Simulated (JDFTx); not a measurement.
**KTaO3: equation of state with PBEsol**

The system is KTaO3.

```
Ta K O
1.0
     3.98830    0.00000    0.00000
     0.00000    3.98830    0.00000
     0.00000    0.00000    3.98830
Ta K O
1 1 3
Cartesian
  0.0000 0.0000 0.0000
  1.9942 1.9942 1.9942
  0.0000 0.0000 1.9942
  0.0000 1.9942 0.0000
  1.9942 0.0000 0.0000
```

```yaml
Program: JDFTx 1.7.0 (patched build)
Task: equation of state
Functional: PBEsol
Potentials_or_basis: PseudoDojo-SR-PBEsol-0.4.1-standard with smoothed tails
Cutoff: 1143 eV
Density_cutoff: 9143 eV
k_mesh: 7 × 7 × 7
Occupations: fermi-dirac, width 0.05 eV
Spin: no spin polarisation
Local_potential_set_to_-Z/r_beyond: 6 bohr
Bands: 27
Density_cutoff_over_wavefunction_cutoff: 8
Max_SCF_steps: 100
SCF_threshold_on_the_energy: 1e-09 Ha
Solver_of_the_electrons: scf
```

The equilibrium volume is 12.58 Å³/atom. The bulk modulus is 203 GPa. The pressure derivative of the bulk modulus is 4.5.

Energy against volume, from the lowest point:
| volume (Å³/atom) | energy (meV/atom) |
| --- | --- |
| 11.927 | 23.33 |
| 12.180 | 8.09 |
| 12.434 | 0.58 |
| 12.688 | 0.00 |
| 12.942 | 5.62 |
| 13.196 | 16.79 |
| 13.449 | 32.93 |

The run has no spin-orbit coupling, so splittings on Ta are missing.
